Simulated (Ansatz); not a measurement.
A run of Ansatz 0.2.0:

The input input.yaml:

```yaml
crystal:
  lattice:
    - [2.83632511, 0.0, 0.0]
    - [-1.41816255, 2.4563296, 0.0]
    - [0.0, 0.0, 2.76811278]
  atoms:
    - { symbol: Cu, position: [0.0, 0.0, 0.0] }
    - { symbol: O, position: [0.6666666667, 0.3333333333, 0.5] }
hamiltonian:
  xc: lda
  pseudopotentials: { kind: paw }
kpoints:
  mp_grid: { grid: [11, 11, 10] }
scf:
  occupations: { method: fermi_dirac, width: 0.05 }
output:
  forces: true
  stress: true
  eigenvalues: true
relax:
  f_tol: 0.01
  max_steps: 40
  cell: { stress_tol: 0.05 }
```

Potentials or basis: Ansatz PAW.

Launch:

```sh
$ ansatz run input.yaml --threads 2 --pin off --max-ram 5632MiB --backend cpu --events-out ev --progress --plain --runs-dir out
```

Hardware: 2 threads of Arm Neoverse V2, on a shared host.

Problem. Estimate the wall time of this run.

Solution. Run time: 13 s on 2 threads of Arm Neoverse V2, on a shared host, peak memory 0.33 GiB. Counts: scf iterations 51, plane waves 333, k points 96, bands 17, ion steps 8.
